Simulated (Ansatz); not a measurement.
W:

```
W
1.0
    -1.58234    1.58234    1.58234
     1.58234   -1.58234    1.58234
     1.58234    1.58234   -1.58234
W
1
Direct
  0.00000 0.00000 0.00000
```

| Quantity | Value |
| --- | --- |
| Program | Ansatz 0.2.0 |
| Task | relaxation of cell and atoms |
| Functional | RPBE |
| Potentials or basis | all-electron LAPW, scalar-relativistic |
| Basis error allowed | 0.001 eV/atom |
| k mesh | 12 × 12 × 12 |
| Occupations | fermi-dirac, width 0.05 eV |
| Spin | no spin polarisation |

At the start: volume 15.85 Å³/atom.

Task: How do energy, volume and symmetry change on relaxing?

Result: Over 5 steps the energy falls by 15.1 meV/atom and the volume is 16.36 Å³/atom (+3.2 %); space group Im-3m (No. 229, to 0.05 Å).

The path:
| step | energy change (eV) | largest force (eV/Å) | volume (Å³) |
| --- | --- | --- | --- |
| 1 | 0.0000 | 0.0000 | 15.85 |
| 2 | -0.0149 | 0.0000 | 16.42 |
| 3 | -0.0151 | 0.0000 | 16.36 |
| 4 | -0.0151 | 0.0000 | 16.36 |
| 5 | -0.0151 | 0.0000 | 16.36 |

Final structure:
```
W
1.0
    -1.59907    1.59907    1.59907
     1.59907   -1.59907    1.59907
     1.59907    1.59907   -1.59907
W
1
Direct
  0.00000 0.00000 0.00000
```
